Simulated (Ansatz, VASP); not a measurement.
Cu: VASP beside Ansatz

Contents of INCAR:

```
SYSTEM = Cu
PREC = Accurate
ENCUT = 520
EDIFF = 1E-7
ISMEAR = -4
SIGMA = 0.1
LREAL = .FALSE.
LASPH = .TRUE.
NELM = 60
ALGO = Normal
ISIF = 2
LWAVE = .FALSE.
LCHARG = .FALSE.
GGA = PE
NBANDS = 18
```

KPOINTS

```
Automatic mesh
0
G
  13 13 13
  0 0 0
```

The input POSCAR:

```
Cu
1.0
    0.0000000000      2.4848677890      2.4848677890
    2.4848677890      0.0000000000      2.4848677890
    2.4848677890      2.4848677890      0.0000000000
Cu
2
Direct
   -0.1250000000     -0.1250000000     -0.1250000000
    0.1250000000      0.1250000000      0.1250000000
```

Input for Ansatz:

```yaml
crystal:
  lattice:
    - [0.0, 2.484867789, 2.484867789]
    - [2.484867789, 0.0, 2.484867789]
    - [2.484867789, 2.484867789, 0.0]
  atoms:
    - { symbol: Cu, position: [-0.125, -0.125, -0.125] }
    - { symbol: Cu, position: [0.125, 0.125, 0.125] }
kpoints:
  mp_grid: { grid: [13, 13, 13] }
scf:
  occupations: { method: tetrahedron_uncorrected }
  mixing: { preconditioner: kerker_dos }
hamiltonian:
  xc: pbe
  pseudopotentials: { kind: all_electron, datasets: crystal }
output:
  forces: true
  stress: true
  eigenvalues: true
```

This isn't the form of Cu at room conditions, which is fcc.

Alike in both runs: task single point; functional PBE; k mesh 13 × 13 × 13; no spin polarisation.

|  | VASP | Ansatz |
| --- | --- | --- |
| version | VASP 6.6.1 | Ansatz 0.2.0 |
| potentials or method | VASP PAW PBE potentials, release 64 (Cu) | all-electron PAW with datasets made for the crystal, scalar-relativistic |
| plane-wave cutoff (eV) | 520 | see its input |
| occupations | tetrahedron | tetrahedron-uncorrected |

|  | VASP | Ansatz | Ansatz less VASP |
| --- | --- | --- | --- |
| gap on the k mesh at the Fermi level (eV) | none | none | - |
| pressure (GPa) | 21.5 | 21.3 | -0.23 |

A gap of «none» marks a metal or a gap that the smearing closes. Ansatz ran all-electron here, so the differences hold the error of VASP's frozen core and of both bases.

Caveats: so large a pressure means that the cell lies far from this level's equilibrium, or that cutoff or potentials fall short (VASP).
